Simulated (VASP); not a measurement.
VASP 6.6.1 run: SiC

INCAR

```
SIGMA = 0.1
GGA = CA
LASPH = .TRUE.
ISIF = 2
LCHARG = .FALSE.
NBANDS = 11
PREC = Accurate
LREAL = .FALSE.
ISMEAR = -5
IBRION = -1
ENCUT = 520
LWAVE = .FALSE.
EDIFF = 0.001
NELM = 120
NSW = 0
```

KPOINTS

```
KPOINTS created by Atomic Simulation Environment
0
Gamma
8 8 8
0 0 0
```

POSCAR

```
Si C
 1.0000000000000000
     2.5810000000000000   -0.0059000000000000   -0.0000000000000000
    -0.0059000000000000    2.6602000000000001    0.0211000000000000
    -0.0000000000000000    0.0211000000000000    2.7023999999999999
 Si  C
   1   1
Cartesian
  2.5701232199999997  0.0107171900000000  0.0128321000000000
  1.2826413800000001  1.3398710200000001  1.3658204799999998
```

The recommended LDA PAW datasets give the neutral cell 8 valence electrons.

Command

```
mpirun -np 1 vasp_std
```

Q: Predict the outcome of this run.

A: It converged. Results: gap between bands v and c on the k mesh -4.65 eV (bands overlap: a metal); least direct gap on the k mesh 0.05 eV; pressure -8.5 GPa; largest force 0.09 eV/Å. Band v is the last that the valence electrons fill when counted band by band, and c is the next.

OSZICAR

```
N       E                     dE             d eps       ncg     rms          rms(c)
DAV:   1     0.273476046172E+01    0.27348E+01   -0.39496E+03  6059   0.620E+02
DAV:   2    -0.125624286105E+02   -0.15297E+02   -0.14712E+02  7503   0.993E+01
DAV:   3    -0.130150602701E+02   -0.45263E+00   -0.44905E+00  7200   0.132E+01
DAV:   4    -0.130162610362E+02   -0.12008E-02   -0.11972E-02  6401   0.832E-01
DAV:   5    -0.130162638578E+02   -0.28216E-05   -0.28477E-05  6645   0.383E-02    0.529E+00
DAV:   6    -0.124930633091E+02    0.52320E+00   -0.26419E+00  6137   0.655E+00    0.228E+00
DAV:   7    -0.124855114243E+02    0.75519E-02   -0.65592E-02  6860   0.176E+00    0.116E+00
DAV:   8    -0.124793789527E+02    0.61325E-02   -0.82160E-03  6287   0.563E-01    0.122E-01
DAV:   9    -0.124797983128E+02   -0.41936E-03   -0.67652E-04  3529   0.120E-01
   1 F= -.12479798E+02 E0= -.12479798E+02  d E =0.000000E+00
```

For comparison, a separate LDA run of the intended cell, on usual settings and not on those above, gives a gap of -4.64 eV on its mesh and a pressure of -8.2 GPa.
